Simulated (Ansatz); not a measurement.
# Y in Ansatz: the effect of strain

Crystal: Y.

```
CELL_PARAMETERS angstrom
3.64740 0.00000 0.00000
-1.82370 3.15874 0.00000
0.00000 0.00000 5.50138
ATOMIC_POSITIONS crystal
Y 0.66667 0.33333 0.75000
Y 0.33333 0.66667 0.25000
```

Alike in all runs:

| Quantity | Value |
| --- | --- |
| Program | Ansatz 0.2.0 |
| Task | single point |
| Functional | PBE |
| Potentials or basis | Ansatz PAW |
| Cutoff | 420 eV (not typed: the program's choice for these potentials) |
| k mesh | 7 × 7 × 4 |
| Occupations | fermi-dirac, width 0.05 eV |
| Spin | no spin polarisation |
| Kind of strain | uniaxial |

One run gave: pressure 1.7 GPa. Which strain did it use?
A. -0.04
B. 0.04
C. 0
D. 0.01
E. -0.01

A.

```tsv
strain	pressure (GPa)
-0.04	1.7
-0.02	0.8
-0.01	0.3
0	-0.1
0.01	-0.5
0.02	-0.9
0.04	-1.6
```
